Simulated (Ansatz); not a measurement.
Consider the ligand exchange at a Ge–C bond: `F[C](F)(F)[Ge]([Cl])([Cl])[Cl]` + HI → `[Cl][Ge]([Cl])([Cl])[I]` + `FC(F)F`.

Calculated with Ansatz (gas phase, PBE0-D4/def2-TZVP geometries, no zero-point term in ΔE). CCSD(T)/CBS is the MP2 limit (def2-TZVPP, def2-QZVPP) plus CCSD(T) − MP2 in def2-TZVPP, frozen cores. This one scheme is used for every species. DFT in def2-TZVPP. B3LYP here is the variant with VWN-RPA as its local correlation; programs differ in this. def2 core potentials past Kr. For Ge, I outer-core shells are correlated without core-valence functions, which leaves a few kJ/mol of doubt a bond. Scalar relativity is left out up to krypton.

`F[C](F)(F)[Ge]([Cl])([Cl])[Cl]`:

Z-matrix (Å, degrees):
```
C
F 1 1.333
F 1 1.333 2 108.2
F 1 1.333 2 108.2 3 -117.0
Ge 1 2.014 2 110.7 3 121.5
Cl 5 2.118 1 108.9 2 60.1
Cl 5 2.118 1 108.9 2 -179.9
Cl 5 2.118 1 108.9 2 -59.9
```

HI:

Z-matrix (Å, degrees):
```
I
H 1 1.610
```

`[Cl][Ge]([Cl])([Cl])[I]`:

```xyz
5

Cl    0.512   -0.110   -2.076
Ge    0.027    0.037   -0.013
Cl    1.837    0.064    1.098
Cl   -0.982    1.878    0.307
I    -1.394   -1.868    0.685
```

`FC(F)F`:

Cartesian coordinates in Å:
```
F 0.527 -0.135 -1.194
C 0.041 -0.017 0.040
F -0.314 1.252 0.236
F -1.045 -0.780 0.142
H 0.791 -0.320 0.775
```

```
         level  ΔE (kJ/mol)  difference from CCSD(T)/CBS
   LDA (SPW92)       -111.1                         19.7
     revPBE-D4       -116.7                         14.1
      B3LYP-D4       -124.9                          5.9
    r2SCANh-D4       -123.8                          7.0
         B3LYP       -124.5                          6.3
       r2SCANh       -124.6                          6.2
     CAM-B3LYP       -119.6                         11.2
   HF/def2-SVP       -136.5                         -5.7
  MP2/def2-SVP       -126.2                          4.6
CCSD/CBS(def2)       -132.5                         -1.7
   CCSD(T)/CBS       -130.8                            0
```

Problem. What do rigid-rotor, harmonic-oscillator terms from PBE0-D4/def2-TZVP frequencies (298.15 K, 1 bar) make of the CCSD(T)/CBS value? (Best estimate.)

Solution. Computed: ΔZPE = +17.4 kJ/mol, ΔH = -116.9 kJ/mol, ΔS = 9 J/(mol·K), ΔG = -119.5 kJ/mol. Modes under 50 cm⁻¹ make the entropy rough.

Largest T1 diagnostic among the species: 0.012.

From r2SCAN to r2SCAN0 (25 % exact exchange), in def2-TZVPP and without D4, ΔE moves by −8.2 kJ/mol. In def2-TZVPP, CCSD(T) changes the Hartree–Fock value by +19.9 kJ/mol (the triples alone add +1.7 kJ/mol) and MP2 by +5.8 kJ/mol.

CCSD(T)/CBS has its own doubt, a few kJ/mol and more with outer-core shells, so smaller differences from it don't rank the levels.
